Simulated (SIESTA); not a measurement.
FeNi3 (Awaruite):

```
CELL_PARAMETERS angstrom
3.54500 0.00000 0.00000
0.00000 3.54500 0.00000
0.00000 0.00000 3.54500
ATOMIC_POSITIONS crystal
Ni 0.50000 0.50000 0.00000
Ni 0.50000 0.00000 0.50000
Ni 0.00000 0.50000 0.50000
Fe 0.00000 0.00000 0.00000
```

```yaml
Program: SIESTA 5.4.2
Task: single point
Functional: PBE
Potentials_or_basis: PseudoDojo 0.4 standard (PBE files)
Basis: DZP (energy shift 0.003 Ry; two zetas on semicore shells)
Grid_cutoff: 800 Ry
Energy_shift: 0.003 Ry
k_mesh: 8 × 8 × 8
Occupations: fermi-dirac, width 0.05 eV
Spin: collinear spin, ferromagnetic start
Starting_moments: "[1.0, 1.0, 1.0, 3.0] μB"
```

On this cell: pressure -0.7 GPa; largest force zero by symmetry; net moment 4.99 μB per cell; site moments Ni +0.64; Fe +3.08 μB; band gap on the k mesh none (metal or under the smearing width).

The same run follows on a disturbed copy (atoms moved at random, drawn with an rms of 0.05 Å):

```xyz
4
Lattice="3.5450 0.0000 0.0000 0.0000 3.5450 0.0000 0.0000 0.0000 3.5450" Properties=species:S:1:pos:R:3 pbc="T T T"
Ni    1.8004    1.7957    0.0342
Ni    1.7532    0.0098    1.7711
Ni   -0.0298    1.7990    1.6863
Fe   -0.0204   -0.0310    0.0015
```

Task: What changes?

Result: The energy (extrapolated to zero smearing) moves by +19.8 meV/atom; pressure 0.1 GPa; largest force 1.076 eV/Å; net moment 4.97 μB per cell; site moments Ni +0.63, +0.64; Fe +3.07 μB; band gap on the k mesh none (metal or under the smearing width).

Forces in eV/Å, atoms in the order of the input:
```
Ni  -0.495 -0.289 -0.792
Ni  -0.037  0.132  0.157
Ni   0.345 -0.287  0.978
Fe   0.189  0.444 -0.342
```

Stress tensor (GPa, compression positive):
```
 0.40  0.14  0.76
 0.14 -0.24 -0.34
 0.76 -0.34  0.17
```

Caveats: short orbitals over semicore shells can move pressures by several GPa; the basis of atomic orbitals isn't converged, which shifts pressures, moduli and gaps.
